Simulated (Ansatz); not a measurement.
## Al3Ni2: strain energy, fitted

Al3Ni2, P-3m1, a = 4.007 Å, c = 4.862 Å. Ansatz: r2SCAN, PAW, 500 eV, Γ-centred 12×12×8 mesh on 5 atoms, Gaussian smearing 0.10 eV; no spin polarisation. Series: equal strain along all axes, cell held, atoms relaxed; x is the strain in per cent. y is the free energy over the unstrained cell, V0 = 13.518 Å³/atom.

| x (%) | y (meV/atom) |
| --- | --- |
| -3.0 | 54.82 |
| -2.0 | 23.54 |
| -1.0 | 5.68 |
| 0.0 | 0.00 |
| 1.0 | 5.36 |
| 2.0 | 20.73 |
| 3.0 | ? |

Q: Fit y = c2 x² + c3 x³ to the other rows, turn c2 into a modulus, and predict the missing energy.

A: Least squares on the rows shown. y = 5.5414 x² − 0.18204 x³. In eV per unit strain² c2 is 55.41; the stiffness is B for this strain (E = 9/2 B V0 ε², shape held): 2 × 55.41 × 160.2 / (9 × 13.518) = 146 GPa. At x = 3.0 the fit asked for gives 44.96 meV/atom. The run gave 45.13 meV/atom, so the fit is 0.17 meV/atom too low, 0.31 % of the span of the series, against an rms of 0.04 meV/atom on the fitted rows. The row lies outside the fitted range. With a term in x⁴ added, a fit to the same known rows predicts 45.34 meV/atom, which misses by about as much or more on the other side: the known rows don't fix the higher terms.